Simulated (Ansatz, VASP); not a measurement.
# SbPt: VASP beside Ansatz

INCAR

```
SYSTEM = SbPt
  PREC = Accurate
  ENCUT = 520
  EDIFF = 1E-7
  ISMEAR = 0
  SIGMA = 0.05
  LREAL = .False.
  LASPH = .True.
  NELM = 80
  ALGO = Normal
  ISIF = 2
  LWAVE = .False.
  LCHARG = .False.
  GGA = PS
  NBANDS = 14
```

File KPOINTS:

```
Automatic mesh
0
Gamma
  10 10 10
  0 0 0
```

Contents of POSCAR:

```
SbPt
1.0
    0.0000000000      2.7362534479      2.7362534479
    2.7362534479      0.0000000000      2.7362534479
    2.7362534479      2.7362534479      0.0000000000
Pt Sb
1 1
Direct
    0.5000000000      0.5000000000      0.5000000000
    0.0000000000      0.0000000000      0.0000000000
```

Input for Ansatz:

```yaml
crystal:
  lattice:
    - [0.0, 2.7362534479, 2.7362534479]
    - [2.7362534479, 0.0, 2.7362534479]
    - [2.7362534479, 2.7362534479, 0.0]
  atoms:
    - { symbol: Pt, position: [0.5, 0.5, 0.5] }
    - { symbol: Sb, position: [0.0, 0.0, 0.0] }
basis:
  ecutwfc: 420
  ecutrho_ratio: 4
kpoints:
  mp_grid: { grid: [10, 10, 10] }
hamiltonian:
  xc: pbesol
scf:
  occupations: { method: gaussian, width: 0.05 }
output:
  forces: true
  stress: true
  eigenvalues: true
```

Alike in both runs: task single point; functional PBEsol; k mesh 10 × 10 × 10; occupations gaussian, width 0.05 eV; no spin polarisation.

```csv
,VASP,Ansatz
version,VASP 6.6.1,Ansatz 0.2.0
potentials or method,"VASP PAW PBE potentials, release 64 (Pt, Sb)","scalar-relativistic, plane waves, PAW"
plane-wave cutoff (eV),520,420
valence electrons in the cell,15,33
```

Ansatz gave:

| Quantity | Value |
| --- | --- |
| pressure (GPa) | 0.1 |

Task: Estimate VASP's values.

Result: Pressure (GPa): -0.1.

With one functional, cell and mesh, what is left measures potentials, basis and numerics. The two sets of potentials don't hold the same shells in valence.

Caveats: the PAW data sets were made with another functional, which shifts forces and pressure a little (VASP). Spin-orbit coupling is left out, which matters for the levels of Pt, Sb.
